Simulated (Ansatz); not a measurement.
# AlNi: strain and displacement

```xyz
2
Lattice="2.8810 0.0000 0.0000 0.0000 2.8810 0.0000 0.0000 0.0000 2.8810" Properties=species:S:1:pos:R:3 pbc="T T T"
Al    0.0000    0.0000    0.0000
Ni    1.4405    1.4405    1.4405
```

Atoms are numbered in the order listed.

The cell is COD entry 9008802, as deposited and not checked against the literature; nothing was relaxed.

Theory: Ansatz 0.2.0, DFT, PBE, all-electron PAW with datasets made for the crystal, scalar-relativistic.

Numerical set-up: a Γ-centred 13×13×13 k mesh, Fermi–Dirac smearing of 0.05 eV, cutoff 280 eV (chosen by the program for this cell), spin-polarised from start moments Ni2 1.5 μB (the moments died away, and the run ended non-magnetic).

The unchanged cell is at 1.92 GPa.

In a metal, stresses and small energies carry noise from the k mesh.

x, y and z are the Cartesian axes of the cell as listed; fractional coordinates follow a strain, and an engineering shear is twice the off-diagonal strain component.

(1) One change gave: energy change +12 meV/atom; stress change (xx, yy, zz, yz, xz, xy) 0.50, 0.50, 0.50, -3.48, -3.48, -3.48 GPa, compression positive. Which change was it?
A. equal xy, yz and zx engineering shear strains of +2 %
B. equal xy, yz and zx engineering shear strains of -2 %
C. equal xy, yz and zx engineering shear strains of +3 %
D. equal xy, yz and zx engineering shear strains of +1 %
E. equal xy, yz and zx engineering shear strains of -1 %
F. equal xy, yz and zx engineering shear strains of -3 %

Answers

(1) C. For equal xy, yz and zx engineering shear strains of -3 %: energy change +14 meV/atom; stress change (xx, yy, zz, yz, xz, xy) 0.57, 0.57, 0.57, 4.09, 4.09, 4.09 GPa, compression positive. For equal xy, yz and zx engineering shear strains of -1 %: energy change +1 meV/atom; stress change (xx, yy, zz, yz, xz, xy) 0.06, 0.06, 0.06, 1.31, 1.31, 1.31 GPa, compression positive. For equal xy, yz and zx engineering shear strains of +2 %: energy change +6 meV/atom; stress change (xx, yy, zz, yz, xz, xy) 0.23, 0.23, 0.23, -2.41, -2.41, -2.41 GPa, compression positive. For equal xy, yz and zx engineering shear strains of -2 %: energy change +6 meV/atom; stress change (xx, yy, zz, yz, xz, xy) 0.25, 0.25, 0.25, 2.66, 2.66, 2.66 GPa, compression positive. For equal xy, yz and zx engineering shear strains of +1 %: energy change +1 meV/atom; stress change (xx, yy, zz, yz, xz, xy) 0.06, 0.06, 0.06, -1.24, -1.24, -1.24 GPa, compression positive.
